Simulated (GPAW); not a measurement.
Runs of GPAW 26.7.0 on FeSi2 (Linzhiite). Symmetry: P4/mmm, No. 123, tetragonal system. Conventional cell: a = 2.684 Å, b = 2.684 Å, c = 5.128 Å, α = 90.00°, β = 90.00°, γ = 90.00°. Fe (site symmetry 4/mmm) has 8 Si at 2.35 Å and 4 Fe at 2.68 Å as nearest neighbours. Si (site symmetry 4mm) is surrounded by 4 Fe at 2.35 Å and 5 Si at 2.36 to 2.68 Å. 

```tsv
task	level	potentials or basis	cell	k mesh	cutoff (eV)	maxiter	optimizer	fmax	max steps	convergence	gap on the mesh (eV)	pressure (GPa)	moment (μB)	V0 of scaled cells (Å³/atom)	relaxed volume (Å³/atom)	B0 (GPa)	largest force (eV/Å)
equation of state	LDA	the program's PAW data sets (release 1.2.1) made for this functional, pw	as given	8 × 8 × 4	600	150	-	-	-	-	-	-	-	(a)	-	215	-
relaxation of cell and atoms	PBEsol+D3(BJ)+ATM	PAW data sets generated in the run's folder for this functional, pw	relaxed	7 × 7 × 4	600	150	BFGS	0.02 eV/Å	60	density=1e-05 forces=0.0001	none	0.0	0.11	-	12.08	-	-
single point	r2SCAN	GPAW PAW data sets (gpaw-data 1.2.1), pw	as given	8 × 8 × 4	500	120	-	-	-	default	none	(b)	0.14	-	-	-	0.35
relaxation of cell and atoms	PBEsol	PAW data sets generated in the run's folder for this functional, pw	relaxed	7 × 7 × 4	600	150	BFGS	0.02 eV/Å	60	density=1e-05 forces=0.0001	none	0.1	0.13	-	12.34	-	-
equation of state	PBEsol	PAW data sets generated in the run's folder for this functional, pw	as given	10 × 10 × 5	600	150	-	-	-	-	-	-	-	12.36	-	203	-
relaxation of cell and atoms	PBEsol+D4	PAW data sets generated in the run's folder for this functional, pw	relaxed	7 × 7 × 4	600	150	BFGS	0.02 eV/Å	60	density=1e-05 forces=0.0001	none	0.0	0.12	-	(c)	-	-
relaxation of cell and atoms	PBEsol+D3	PAW data sets generated in the run's folder for this functional, pw	relaxed	7 × 7 × 4	600	150	BFGS	0.02 eV/Å	60	density=1e-05 forces=0.0001	none	0.0	0.11	-	12.11	-	-
relaxation of cell and atoms	PBEsol+D3(BJ)	PAW data sets generated in the run's folder for this functional, pw	relaxed	7 × 7 × 4	600	150	BFGS	0.02 eV/Å	60	density=1e-05 forces=0.0001	none	0.0	0.11	-	12.03	-	-
band structure	rSCAN	GPAW PAW data sets (gpaw-data 1.2.1), pw	as given	7 × 7 × 4	600	150	-	-	-	-	-	0.9	0.20	-	-	-	0.33
```

Alike in all rows: spin collinear, ferromagnetic start; smearing fermi-dirac 0.05 eV.

**Question.** Estimate the missing entries.

**Answer.** (a) 12.04; (b) 1.1; (c) 12.15.

Caveats: each step starts from the last one's moments, so a moment once lost doesn't come back (some runs); later steps reuse the first step's grids (some runs); pairwise dispersion overbinds metals, which lowers pressure and volume (some runs); the cell was scaled at fixed shape and fractional positions, which overstates the stiffness of a crystal with free parameters, most of all of layers and chains (some runs); the PAW data sets were made with another functional, which shifts forces and pressure a little (some runs); the cutoff is short for stress and forces, so pressures can be off by a GPa or more (some runs); the moment fell far below its start of 4 μB, so a state of higher moment may lie lower in energy (some runs).

A k mesh can miss the band edges.

A gap of «none» marks a metal or a gap under the smearing width.

Not every run made on this cell is shown here.
